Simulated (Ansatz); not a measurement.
ZnS: what symmetry allows forces and stress to be

```yaml
crystal:
  lattice:
    - [3.93112, 0.00000, 0.00000]
    - [-1.96556, 3.40445, 0.00000]
    - [0.00000, 0.00000, 6.52401]
  atoms:
    - { symbol: Zn, position: [0.33333, 0.66667, 0.99038] }
    - { symbol: Zn, position: [0.66667, 0.33333, 0.49038] }
    - { symbol: S, position: [0.33333, 0.66667, 0.39462] }
    - { symbol: S, position: [0.66667, 0.33333, 0.89462] }
```

Theory: DFT PBEsol, scalar-relativistic, plane waves, PAW in Ansatz 0.2.0.

Plane waves to 420 eV, a k mesh through Γ of 9×9×6 on the computed 4-atom cell and Gaussian smearing (0.02 eV); no spin polarisation.

This distorted cell has space group P6_3mc, with 12 operations.

Question: Without a calculation: in which directions can each atom feel a force?

Answer: A force must be left unchanged by every operation that keeps its atom in place, so it lies in the space that those operations leave fixed. Atoms that the group maps onto each other feel forces of one size.
```tsv
atom	site symmetry	operations at the site	equivalent to atom	allowed force (Cartesian)
Zn1	3m.	6	1	along (0.00, 0.00, 1.00)
Zn2	3m.	6	1	along (0.00, 0.00, 1.00)
S3	3m.	6	3	along (0.00, 0.00, 1.00)
S4	3m.	6	3	along (0.00, 0.00, 1.00)
```

That leaves 2 independent force components of 12, tied by 1 condition that the forces sum to zero, so 1 remains. A relaxation in this cell that keeps the symmetry moves the atoms in these directions alone.

Question: And the stress tensor?

Answer: It must be invariant under the point group, which leaves 2 independent components: yz, xz, xy vanish; xx = yy.

Question: Do the computed values obey this?

Answer: Yes. Forces (eV/Å):
```
Zn1  0.000  0.000  0.426
Zn2  0.000  0.000  0.426
S3   0.000  0.000 -0.426
S4   0.000  0.000 -0.426
```

Stress (GPa, compression positive, xx yy zz yz xz xy): -5.96 -5.96 -7.63 0.00 0.00 0.00. The program imposes the same operations on density, forces and stress, so this confirms the analysis and is no independent test of the calculation.